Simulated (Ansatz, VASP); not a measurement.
# Two plane-wave programs on AlN

File INCAR:

```
SYSTEM = AlN
PREC     = Accurate       ! precision mode
ENCUT    = 520            ! plane-wave cutoff, eV
EDIFF    = 1E-6           ! SCF threshold, eV
ISMEAR   = 0              ! smearing method
SIGMA    = 0.05           ! smearing width, eV
LREAL    = .False.        ! projectors in reciprocal space
LASPH    = .True.         ! aspherical terms in the spheres
NELM     = 60             ! most SCF steps
ALGO     = Normal         ! electronic algorithm
ISIF     = 2              ! what is computed and relaxed
LWAVE    = .False.        ! write WAVECAR
LCHARG   = .True.         ! write CHGCAR
GGA      = PE             ! functional
LELF     = .True.         ! ELF
LVHAR    = .True.       
NBANDS   = 16             ! bands
```

The input KPOINTS:

```
Automatic mesh
0
Gamma
  9 9 6
  0 0 0
```

Contents of POSCAR:

```
AlN
1.0
    3.3134793407      0.0000000000      0.0000000000
   -1.6567396703      2.8695572839      0.0000000000
    0.0000000000      0.0000000000      4.1875902417
Al N
2 2
Direct
    0.3357213505      0.6714427011      0.7500000000
    0.6690546839      0.3381093678      0.2500000000
    0.3287333206      0.6574666412      0.2500000000
    0.6620666539      0.3241333079      0.7500000000
```

Input for Ansatz:

```yaml
crystal:
  lattice:
    - [3.3134793407, 0.0, 0.0]
    - [-1.6567396703, 2.8695572839, 0.0]
    - [0.0, 0.0, 4.1875902417]
  atoms:
    - { symbol: Al, position: [0.3357213505, 0.6714427011, 0.75] }
    - { symbol: Al, position: [0.6690546839, 0.3381093678, 0.25] }
    - { symbol: "N", position: [0.3287333206, 0.6574666412, 0.25] }
    - { symbol: "N", position: [0.6620666539, 0.3241333079, 0.75] }
basis:
  ecutwfc: 520.0
kpoints:
  mp_grid: { grid: [9, 9, 6] }
hamiltonian:
  xc: pbe
  pseudopotentials: { kind: paw, azcp: { folder: soft_1 } }
scf:
  occupations: { method: gaussian, width: 0.05 }
output:
  forces: true
  stress: true
  eigenvalues: true
```

Change from the starting cell: mode 4 frozen in at +0.000 Å and mode 10 at -0.026 Å (largest displacements).

Alike in both runs: task single point; functional PBE; k mesh 9 × 9 × 6; occupations gaussian, width 0.05 eV; no spin polarisation.

|  | VASP | Ansatz |
| --- | --- | --- |
| version | VASP 6.6.1 | Ansatz 0.2.0 |
| potentials or method | VASP PAW PBE potentials, release 64 (Al, N) | scalar-relativistic, plane waves, PAW |
| plane-wave cutoff (eV) | 520 | 520 |
| valence electrons in the cell | 16 | 16 |

Ansatz gave:

| Item | Value |
| --- | --- |
| gap on the k mesh at the Fermi level (eV) | 3.25 |
| least direct gap on the mesh (eV) | 3.25 |
| pressure (GPa) | 0.2 |
| largest component of the traceless stress (GPa) | 0.32 |
| rms of the force components (eV/Å) | 0.347 |

Which values does VASP return?

gap on the k mesh at the Fermi level (eV): 3.26; least direct gap on the mesh (eV): 3.26; pressure (GPa): 0.1; largest component of the traceless stress (GPa): 0.26; rms of the force components (eV/Å): 0.348.

Atom by atom the forces differ by 0.001 eV/Å (rms over components).
